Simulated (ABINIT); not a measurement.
Write the native input for ABINIT 10.8.3 (patched build) that does the following.

```
Task                                            : band structure
Functional                                      : BP86
Potentials or basis                             : JTH PAW PBE v2.0
Cutoff                                          : 463 eV
k mesh                                          : 8 × 8 × 8
Occupations                                     : fermi-dirac, width 0.05 eV
Spin                                            : spin-orbit coupling, no magnetisation
Fine-grid cutoff                                : 925.187 eV
Exchange and correlation inside the PAW spheres : full angular mesh (pawxcdev 0, this build's default; the released program takes 1)
```

Crystal: AgBr.

```xyz
2
Lattice="0.0000 2.8702 2.8702 2.8702 0.0000 2.8702 2.8702 2.8702 0.0000" Properties=species:S:1:pos:R:3 pbc="T T T"
Ag    0.0000    0.0000    0.0000
Br    2.8702    2.8702    2.8702
```

One way to write it, as run:

run.abi

```
# Datasets: ground state, then fixed potential
ndtset 2

# Pseudopotentials
pp_dirpath "./"
pseudos "Ag.GGA_PBE-JTH.xml, Br.GGA_PBE-JTH.xml"

# Structure
acell 3*1.0 Angstrom
rprim
     0.0000000000     2.8701500000     2.8701500000
     2.8701500000     0.0000000000     2.8701500000
     2.8701500000     2.8701500000     0.0000000000
ntypat 2
znucl 47 35
natom 2
typat 1 2
xred
     0.0000000000     0.0000000000     0.0000000000
     0.5000000000     0.5000000000     0.5000000000

# Plane-wave basis
ecut 17.0
pawecutdg 34.0

# Exchange and correlation
ixc -106132

# Bands and occupations
occopt 3
tsmear 0.00183747

# Spin
nspinor 2
nspden 1
pawspnorb 1

# SCF cycle
nstep 100

# Output
iomode 3
prtwf 0
prteig 0
prtebands 0
enunit 1
prtden1 1

# Dataset 1
kptopt1 4
ngkpt1 8 8 8
nshiftk1 1
shiftk1 0.0 0.0 0.0
nband1 26
tolvrs1 1.0e-9

# Dataset 2: bands along G-X-W-K-G-L-U-W-L-K
iscf2 -2
getden2 1
nband2 38
nbdbuf2 8
tolwfr2 1.0e-11
kptopt2 -9
ndivsm2 8
prteig2 1
kptbounds2
     0.0000000000     0.0000000000     0.0000000000
     0.5000000000     0.0000000000     0.5000000000
     0.5000000000     0.2500000000     0.7500000000
     0.3750000000     0.3750000000     0.7500000000
     0.0000000000     0.0000000000     0.0000000000
     0.5000000000     0.5000000000     0.5000000000
     0.6250000000     0.2500000000     0.6250000000
     0.5000000000     0.2500000000     0.7500000000
     0.5000000000     0.5000000000     0.5000000000
     0.3750000000     0.3750000000     0.7500000000
```

Potentials or basis: JTH PAW PBE v2.0.

Launch:

```sh
$ abinit run.abi > log 2>&1
```

Results of the run:

| Item | Value |
| --- | --- |
| Pressure | 2.3 GPa |
| Band gap on the k mesh | 0.55 eV, indirect (least direct gap 2.37 eV) |
| Band gap along the path | 0.55 eV, indirect (least direct gap 2.37 eV) |
| Valence electrons inside the program's atomic spheres | Ag 9.67; Br 4.91 |

Caveat: the PAW data sets were made with another functional, which shifts forces and pressure a little.

Run time: 3.5 min on 1 thread of Arm Neoverse V1, on a shared host, peak memory 0.27 GiB.
